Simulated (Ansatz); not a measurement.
# BeS under changes of volume

One of the cells (14.261 Å³/atom); the others are scaled copies at fixed shape and fractional positions:

```
CELL_PARAMETERS angstrom
0.00000 2.42500 2.42500
2.42500 0.00000 2.42500
2.42500 2.42500 0.00000
ATOMIC_POSITIONS crystal
S 0.75000 0.75000 0.75000
Be 0.00000 0.00000 0.00000
```

```yaml
Program: Ansatz 0.2.0
Functional: PBEsol
Potentials_or_basis: all-electron LAPW, scalar-relativistic
Cutoff: 225 eV (chosen from the basis error)
Basis_error_allowed: 0.001 eV/atom
k_mesh: 9 × 9 × 9
Occupations: fermi-dirac, width 0.05 eV
Spin: no spin polarisation
```

```tsv
volume (Å³/atom)	energy over the lowest point (meV/atom)	pressure (GPa)	gap on the mesh (eV)
13.405	12.60	5.8	2.88
13.690	4.45	3.4	2.93
13.975	0.38	1.2	2.98
14.261	0.00	-0.8	3.02
14.546	2.97	-2.6	3.06
14.831	9.00	-4.2	3.10
15.116	?	?	?
```

Task: What does the run at 15.116 Å³/atom give?

Result: Energy over the lowest point 17.79 meV/atom; pressure -5.7 GPa; gap on the mesh 3.14 eV.

Worked out: A Birch-Murnaghan fit of order 3 (a polynomial in V^(-2/3)) to the other rows has its minimum at 14.15 Å³/atom with B0 = V·E''(V) = 97 GPa and B' = 3.8. It gives 17.79 meV/atom at 15.116 Å³/atom, against the run's 17.79, and -dE/dV = -5.7 GPa, against -5.7. A straight line through the other rows of the gap, of slope 2.16 eV per unit of ln V, extrapolates to 3.14 eV, against the run's 3.14.

Energies are extrapolated to zero smearing.

Caveats: an odd mesh through Γ misses points on the zone boundary, where band edges often lie.
